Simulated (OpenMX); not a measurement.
Runs of OpenMX 3.8.5 on Ti. Symmetry: P6_3/mmc, No. 194, hexagonal system. The conventional cell has a = 2.950 Å, b = 2.950 Å, c = 4.680 Å, α = 90.00°, β = 90.00°, γ = 120.00°. Around Ti (site symmetry -6m2) lie 12 Ti at 2.89 to 2.95 Å. 

```tsv
task	potentials or basis	cell	k mesh	gap on the mesh (eV)	pressure (GPa)	largest force (eV/Å)
single point	OpenMX 2013 PBE set, Ti7.0-s2p2d1, grid cutoff 560 Ry	atom 1 moved by [-0.0267, 0.0, -0.0423] A	7 × 7 × 5	none	-	(a)
single point	OpenMX 2013 PBE set, Ti7.0-s2p2d1, grid cutoff 560 Ry	as given	7 × 7 × 5	none	-4.8	0.03
band structure	OpenMX 2013 PBE set, Ti7.0-s3p2d2, grid cutoff 400 Ry	as given	11 × 11 × 7	-	-2.3	0.03
single point	OpenMX 2013 PBE set, Ti7.0-s2p2d1, grid cutoff 560 Ry	atom 1 moved by [0.0267, 0.0, 0.0423] A	7 × 7 × 5	none	-	0.14
```

Alike in all rows: level PBE; no spin polarisation; smearing fermi-dirac 0.05 eV.

Question: Estimate the missing entries.

Answer: (a) 0.15.

Caveats: the basis of atomic orbitals isn't converged, which shifts pressures, moduli and gaps; the transition metal has a single d function, too few for pressures, volumes and moments (some runs).

A gap of «none» marks a metal or a gap under the smearing width.
